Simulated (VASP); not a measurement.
# HfC (Fm-3m) in VASP: a series of runs

One crystal, HfC, is run at these levels: PBE; tasks: relaxation of cell and atoms.

Program: VASP 6.6.1. These are calculated values, not measurements. Logs are shortened: lines on timing, memory, paths and dates and some standing lists are left out, and cuts for length are marked.

**1. Starting point**

It takes space group Fm-3m (No. 225, cubic). The conventional cell has a = 4.650 Å, b = 4.650 Å, c = 4.650 Å, α = 90.00°, β = 90.00°, γ = 90.00°. Hf (site symmetry m-3m) is surrounded by 6 C at 2.33 Å. C (site symmetry m-3m) has 6 Hf at 2.33 Å as nearest neighbours.

**2. Relaxation of cell and atoms, PBE**

Contents of INCAR:

```
SYSTEM = HfC
ALGO     = Normal         ! electronic algorithm
EDIFF    = 1E-6           ! SCF threshold, eV
EDIFFG   = -0.01          ! ionic threshold
ENCUT    = 520            ! plane-wave cutoff, eV
GGA      = PE             ! functional
IBRION   = 2              ! ionic algorithm
ISIF     = 3              ! what is computed and relaxed
ISMEAR   = 0              ! smearing method
LASPH    = .True.         ! aspherical terms in the spheres
LCHARG   = .False.        ! write CHGCAR
LREAL    = .False.        ! projectors in reciprocal space
LWAVE    = .False.        ! write WAVECAR
NELM     = 120            ! most SCF steps
NSW      = 90             ! ionic steps
PREC     = Accurate       ! precision mode
SIGMA    = 0.1            ! smearing width, eV
```

Contents of KPOINTS:

```
k-points
0
Gamma
  16 16 16
  0 0 0
```

Contents of POSCAR:

```
HfC
1.0
    0.0000000000      2.3250000000      2.3250000000
    2.3250000000      0.0000000000      2.3250000000
    2.3250000000      2.3250000000      0.0000000000
Hf C
1 1
Direct
    0.5000000000      0.5000000000      0.5000000000
    0.0000000000      0.0000000000      0.0000000000
```

Potentials or basis: VASP PAW PBE potentials, release 64 (Hf_pv, C).

On the command line:

```sh
$ cat potpaw_PBE.64/Hf_pv/POTCAR potpaw_PBE.64/C/POTCAR > POTCAR
$ mpirun -np 1 vasp_std > vasp.out
```

OUTCAR:

```text
SYSTEM = HfC
   EDIFF = 1E-6
   EDIFFG = -0.01
   ENCUT = 520
   GGA = PE
   IBRION = 2
   ISIF = 3
   ISMEAR = 0
   LASPH = .True.
   LREAL = .False.
   NELM = 120
   NSW = 90
   PREC = Accurate

 ion  position               nearest neighbor table
   1  0.500  0.500  0.500-   2 2.33   2 2.33   2 2.33   2 2.33   2 2.33   2 2.33
   2  0.000  0.000  0.000-   1 2.33   1 2.33   1 2.33   1 2.33   1 2.33   1 2.33

  LATTYP: Found a face centered cubic cell.
 ALAT       =     4.6500000000

  Lattice vectors:

 A1 = (   0.0000000000,   2.3250000000,   2.3250000000)
 A2 = (   2.3250000000,   0.0000000000,   2.3250000000)
 A3 = (   2.3250000000,   2.3250000000,   0.0000000000)

Analysis of symmetry for initial positions (statically):
=====================================================================
 Subroutine PRICEL returns:
 Original cell was already a primitive cell.

 Routine SETGRP: Setting up the symmetry group for a
 face centered cubic supercell.

 Subroutine GETGRP returns: Found 48 space group operations
 (whereof 48 operations were pure point group operations)
 out of a pool of 48 trial point group operations.

The static configuration has the point symmetry O_h .

Analysis of symmetry for dynamics (positions and initial velocities):
=====================================================================
 Subroutine PRICEL returns:
 Original cell was already a primitive cell.

 Routine SETGRP: Setting up the symmetry group for a
 face centered cubic supercell.

 Subroutine GETGRP returns: Found 48 space group operations
 (whereof 48 operations were pure point group operations)
 out of a pool of 48 trial point group operations.

The dynamic configuration has the point symmetry O_h .

 Subroutine INISYM returns: Found 48 space group operations
 (whereof 48 operations are pure point group operations),
 and found     1 'primitive' translations

----------------------------------------------------------------------------------------

                                     Primitive cell

  volume of cell :      25.1362

  direct lattice vectors                    reciprocal lattice vectors
     0.000000000  2.325000000  2.325000000    -0.215053763  0.215053763  0.215053763
     2.325000000  0.000000000  2.325000000     0.215053763 -0.215053763  0.215053763
     2.325000000  2.325000000  0.000000000     0.215053763  0.215053763 -0.215053763

  length of vectors
     3.288046533  3.288046533  3.288046533     0.372484045  0.372484045  0.372484045
[... 103 lines left out ...]
  Fermi-wavevector in a.u.,A,eV,Ry     =   1.346949  2.545365 24.684672  1.814272
  Thomas-Fermi vector in A             =   2.474740
   LORBIT       =      0    0 simple, 1 ext, 2 COOP (PROOUT), +10 PAW based schemes
   GGA     = PE    functional components
   LHFCALC =     F    Hartree Fock is set to
   AEXX    =    0.0000 exact exchange contribution
   IVDW    =     0    specifies the selected vdW correction
   LEPSILON=     F    determine dielectric tensor
   LRPA    =     F    only Hartree local field effects (RPA)
 conjugate gradient relaxation of ions
 non-spin polarized calculation
 Gauss-broadening in eV      SIGMA  =   0.10
  energy-cutoff  :      520.00
  volume of cell :       25.14
 maximum number of plane-waves:       700
   NGX = 13   NGY = 13   NGZ = 13

--------------------------------------- Ionic step        1  -------------------------------------------

 number of electron      14.0000000 magnetization

 Free energy of the ion-electron system (eV)
  ---------------------------------------------------
  ext. energy  EPLUGINS =         0.00000000
  ---------------------------------------------------
  free energy    TOTEN  =       -21.04591562 eV

  energy without entropy =      -21.04378903  energy(sigma->0) =      -21.04485233

------------------------ aborting loop because EDIFF is reached ----------------------------------------

  FORCE on cell =-STRESS in cart. coord.  units (eV):
  Direction    XX          YY          ZZ          XY          YZ          ZX
  --------------------------------------------------------------------------------------
  -------------------------------------------------------------------------------------
  Total       -0.0670729     -0.0670729     -0.0670729     -0.0000000     -0.0000000      0.0000000
  in kB       -4.2752244     -4.2752244     -4.2752244     -0.0000000     -0.0000000      0.0000000
  external PRESSURE =      -4.2752244 kB  Pullay stress =       0.0000000 kB
[... 59 lines left out ...]
--------------------------------------- Ionic step        3  -------------------------------------------

 number of electron      14.0000001 magnetization

 Free energy of the ion-electron system (eV)
  ---------------------------------------------------
  ext. energy  EPLUGINS =         0.00000000
  ---------------------------------------------------
  free energy    TOTEN  =       -21.04598087 eV

  energy without entropy =      -21.04384998  energy(sigma->0) =      -21.04491542

 E-fermi :   5.9463     XC(G=0): -12.2941

 val. band max:        5.9253498507   @ k =   0.4375   0.3750   0.0000
 cond. band min:       5.9487041773   @ k =   0.1250   0.1250   0.0000
 fundamental gap:      0.0233543266
 Fermi energy:         5.9463257824

 k-point     1 :       0.0000    0.0000    0.0000
  band No.  band energies     occupation
      1     -23.5950      2.00000
      2     -23.5950      2.00000
      3     -23.5950      2.00000
      4      -6.3505      2.00000
      5       6.9687      0.00000
      6       6.9687      0.00000
      7       6.9687      0.00000
      8       7.3600      0.00000
      9       7.3600      0.00000
     10       7.3600      0.00000
     11       9.3645      0.00000
[... 309 lines left out ...]
 k-point    24 :      -0.0625    0.0625    0.0000
  band No.  band energies     occupation
      1     -23.6610      2.00000
      2     -23.6131      2.00000
      3     -23.5969      2.00000
      4      -6.0910      2.00000
      5       5.5792      2.00000
      6       5.8824      1.63413
      7       6.0005      0.44340
      8       7.5213      0.00000
      9       8.1733      0.00000
     10       8.1808      0.00000
     11       9.9545      0.00000

 [... further k-points ...]

------------------------ aborting loop because EDIFF is reached ----------------------------------------

  FORCE on cell =-STRESS in cart. coord.  units (eV):
  Direction    XX          YY          ZZ          XY          YZ          ZX
  --------------------------------------------------------------------------------------
  -------------------------------------------------------------------------------------
  Total       -0.0034772     -0.0034772     -0.0034772      0.0000000      0.0000000      0.0000000
  in kB       -0.2220448     -0.2220448     -0.2220448      0.0000000      0.0000000      0.0000000
  external PRESSURE =      -0.2220448 kB  Pullay stress =       0.0000000 kB
[... 17 lines left out ...]
  FREE ENERGIE OF THE ION-ELECTRON SYSTEM (eV)
  ---------------------------------------------------
  free  energy   TOTEN  =       -21.0459808679 eV

  energy  without entropy=      -21.0438499759  energy(sigma->0) =      -21.04491542

 reached required accuracy - stopping structural energy minimisation
```

OSZICAR:

```text
N       E                     dE             d eps       ncg     rms          rms(c)
DAV:   1     0.209058052226E+02    0.20906E+02   -0.82156E+03  3214   0.125E+03
DAV:   2    -0.224328491354E+02   -0.43339E+02   -0.40967E+02  3954   0.211E+02
[... 18 lines left out ...]
   2 F= -.21045804E+02 E0= -.21044734E+02  d E =0.111515E-03
       N       E                     dE             d eps       ncg     rms          rms(c)
DAV:   1    -0.210463462616E+02   -0.54296E-03   -0.10554E-02  3193   0.997E-01    0.304E-01
DAV:   2    -0.210460815131E+02    0.26475E-03   -0.34055E-04  3220   0.188E-01    0.162E-01
DAV:   3    -0.210459800399E+02    0.10147E-03   -0.30596E-04  3279   0.158E-01    0.105E-01
DAV:   4    -0.210459808679E+02   -0.82798E-06   -0.42836E-06  3884   0.219E-02
   3 F= -.21045981E+02 E0= -.21044915E+02  d E =-.652463E-04
```

CONTCAR:

```text
HfC
   1.00000000000000
    -0.0000000000000000    2.3235675041984636    2.3235675041984636
     2.3235675041984636    0.0000000000000000    2.3235675041984636
     2.3235675041984636    2.3235675041984636    0.0000000000000000
  Hf              C
     1     1
Direct
     0.5000000000000000    0.5000000000000000    0.5000000000000000
     0.0000000000000000    0.0000000000000000    0.0000000000000000

  0.00000000E+00  0.00000000E+00  0.00000000E+00
  0.00000000E+00  0.00000000E+00  0.00000000E+00
```

Wall time 19 s (1 thread of Intel Xeon 6975P-C (Granite Rapids), shared host); peak memory 0.18 GiB.

Results:

| Property | Result |
| --- | --- |
| Free energy | -21.0460 eV |
| Relaxed volume | 12.54 Å³/atom |
| Relaxed cell | a = 3.286 Å, b = 3.286 Å, c = 3.286 Å, α = 60.00°, β = 60.00°, γ = 60.00° |
| Space group after relaxing (to 0.05 Å) | Fm-3m (No. 225) |
| Energy gained by relaxing | 0.0 meV/atom |
| Ionic steps | 3 |
| Pressure after relaxing | 0.0 GPa |
| Band gap on the k mesh | none (metal or under the smearing width) |

Final structure:
```
Hf C
1.0
     0.00000    2.32357    2.32357
     2.32357    0.00000    2.32357
     2.32357    2.32357    0.00000
Hf C
1 1
Direct
  0.50000 0.50000 0.50000
  0.00000 0.00000 0.00000
```

**3. Relaxation of cell and atoms, PBE**

Edit INCAR of step 2 so:

```diff
@@ -2,4 +2,4 @@
 ALGO     = Normal         ! electronic algorithm
-EDIFF    = 1E-6           ! SCF threshold, eV
-EDIFFG   = -0.01          ! ionic threshold
+EDIFF    = 1E-7           ! SCF threshold, eV
+EDIFFG   = -0.005         ! ionic threshold
 ENCUT    = 520            ! plane-wave cutoff, eV
@@ -14,3 +14,4 @@
 NELM     = 120            ! most SCF steps
-NSW      = 90             ! ionic steps
+NSW      = 60             ! ionic steps
+POTIM    = 0.3            ! step
 PREC     = Accurate       ! precision mode
```

KPOINTS is that of step 2.

Contents of POSCAR:

```
HfC                                     
1.0
   -0.0000000000      2.3235675042      2.3235675042
    2.3235675042      0.0000000000      2.3235675042
    2.3235675042      2.3235675042      0.0000000000
  Hf              C             
     1     1
Direct
     0.5000000000000000    0.5000000000000000    0.5000000000000000
     0.0000000000000000    0.0000000000000000    0.0000000000000000
```

Potentials or basis: VASP PAW PBE potentials, release 64 (Hf_pv, C).

On the command line:

```sh
$ cat potpaw_PBE.64/Hf_pv/POTCAR potpaw_PBE.64/C/POTCAR > POTCAR
$ mpirun -np 1 vasp_std > vasp.out
```

OUTCAR:

```text
SYSTEM = HfC
   EDIFF = 1E-7
   EDIFFG = -0.005
   ENCUT = 520
   GGA = PE
   IBRION = 2
   ISIF = 3
   ISMEAR = 0
   LASPH = .True.
   LREAL = .False.
   NELM = 120
   NSW = 60
   POTIM = 0.3
   PREC = Accurate

 ion  position               nearest neighbor table
   1  0.500  0.500  0.500-   2 2.32   2 2.32   2 2.32   2 2.32   2 2.32   2 2.32
   2  0.000  0.000  0.000-   1 2.32   1 2.32   1 2.32   1 2.32   1 2.32   1 2.32

  LATTYP: Found a face centered cubic cell.
 ALAT       =     4.6471350084

[... 528 lines left out ...]

  FORCE on cell =-STRESS in cart. coord.  units (eV):
  Direction    XX          YY          ZZ          XY          YZ          ZX
  --------------------------------------------------------------------------------------
  -------------------------------------------------------------------------------------
  Total        0.0024460      0.0024460      0.0024460      0.0000000     -0.0000000     -0.0000000
  in kB        0.1561964      0.1561964      0.1561964      0.0000000     -0.0000000     -0.0000000
  external PRESSURE =       0.1561964 kB  Pullay stress =       0.0000000 kB

 VOLUME and BASIS-vectors are now :
 -----------------------------------------------------------------------------
  energy-cutoff  :      520.00
  volume of cell :       25.09
      direct lattice vectors                 reciprocal lattice vectors
     0.000000000  2.323567504  2.323567504    -0.215186346  0.215186346  0.215186346
     2.323567504  0.000000000  2.323567504     0.215186346 -0.215186346  0.215186346
     2.323567504  2.323567504  0.000000000     0.215186346  0.215186346 -0.215186346

 POSITION                                       TOTAL-FORCE (eV/Angst)
 -----------------------------------------------------------------------------------
      2.32357      2.32357      2.32357         0.000000      0.000000      0.000000
      0.00000      0.00000      0.00000        -0.000000     -0.000000     -0.000000
 -----------------------------------------------------------------------------------
    total drift:                                0.000000     -0.000000      0.000000

  FREE ENERGIE OF THE ION-ELECTRON SYSTEM (eV)
  ---------------------------------------------------
  free  energy   TOTEN  =       -21.0459627233 eV

  energy  without entropy=      -21.0438313824  energy(sigma->0) =      -21.04489705

 reached required accuracy - stopping structural energy minimisation
```

OSZICAR:

```text
N       E                     dE             d eps       ncg     rms          rms(c)
DAV:   1     0.211147157019E+02    0.21115E+02   -0.82334E+03  3198   0.125E+03
DAV:   2    -0.225571077711E+02   -0.43672E+02   -0.40904E+02  4001   0.212E+02
DAV:   3    -0.242081779210E+02   -0.16511E+01   -0.16116E+01  4213   0.310E+01
DAV:   4    -0.242243782569E+02   -0.16200E-01   -0.16189E-01  3839   0.302E+00
DAV:   5    -0.242245934415E+02   -0.21518E-03   -0.21513E-03  4174   0.292E-01    0.571E+01
DAV:   6    -0.211259949162E+02    0.30986E+01   -0.20349E+01  3562   0.232E+01    0.409E+01
DAV:   7    -0.210590450178E+02    0.66950E-01   -0.65328E-01  3709   0.619E+00    0.248E+01
DAV:   8    -0.210523763131E+02    0.66687E-02   -0.59183E-02  3588   0.243E+00    0.592E+00
DAV:   9    -0.210461858259E+02    0.61905E-02   -0.29331E-02  3608   0.104E+00    0.185E+00
DAV:  10    -0.210459725323E+02    0.21329E-03   -0.87950E-04  3763   0.259E-01    0.406E-01
DAV:  11    -0.210459663802E+02    0.61521E-05   -0.19087E-04  3679   0.101E-01    0.697E-02
DAV:  12    -0.210459636674E+02    0.27127E-05   -0.74650E-06  3676   0.241E-02    0.719E-02
DAV:  13    -0.210459627345E+02    0.93288E-06   -0.76938E-07  3985   0.845E-03    0.256E-03
DAV:  14    -0.210459627233E+02    0.11200E-07   -0.11181E-08  1847   0.114E-03
   1 F= -.21045963E+02 E0= -.21044897E+02  d E =-.210460E+02
```

CONTCAR:

```text
HfC
   1.00000000000000
     0.0000000000000000    2.3235675042000001    2.3235675042000001
     2.3235675042000001    0.0000000000000000    2.3235675042000001
     2.3235675042000001    2.3235675042000001    0.0000000000000000
  Hf              C
     1     1
Direct
     0.5000000000000000    0.5000000000000000    0.5000000000000000
     0.0000000000000000    0.0000000000000000    0.0000000000000000

  0.00000000E+00  0.00000000E+00  0.00000000E+00
  0.00000000E+00  0.00000000E+00  0.00000000E+00
```

It took 12 s on 1 thread of Intel Xeon 6975P-C (Granite Rapids), shared host; peak memory 0.17 GiB.

Results:

```yaml
Free_energy: -21.0460 eV
Pressure_after_relaxing: 0.0 GPa
Band_gap_on_the_k_mesh: none (metal or under the smearing width)
```

Final structure:
```yaml
crystal:
  lattice:
    - [0.00000, 2.32357, 2.32357]
    - [2.32357, 0.00000, 2.32357]
    - [2.32357, 2.32357, 0.00000]
  atoms:
    - { symbol: Hf, position: [0.50000, 0.50000, 0.50000] }
    - { symbol: C, position: [0.00000, 0.00000, 0.00000] }
```

Levels at points of the mesh, in eV from the Fermi level:
```
           k point  band 5  band 6  band 7  band 8  band 9  band 10
(0.00, 0.00, 0.00)    1.02    1.02    1.02    1.41    1.41     1.41
(0.50, 0.00, 0.00)   -6.12   -2.97   -2.97    5.35    5.35     5.81
(0.50, 0.50, 0.00)   -2.56   -1.76   -0.07   -0.07    5.34     6.77
```

Caveat: the relaxation stopped at its first step, so nothing moved. Spin-orbit coupling is left out, which matters for the levels of Hf.
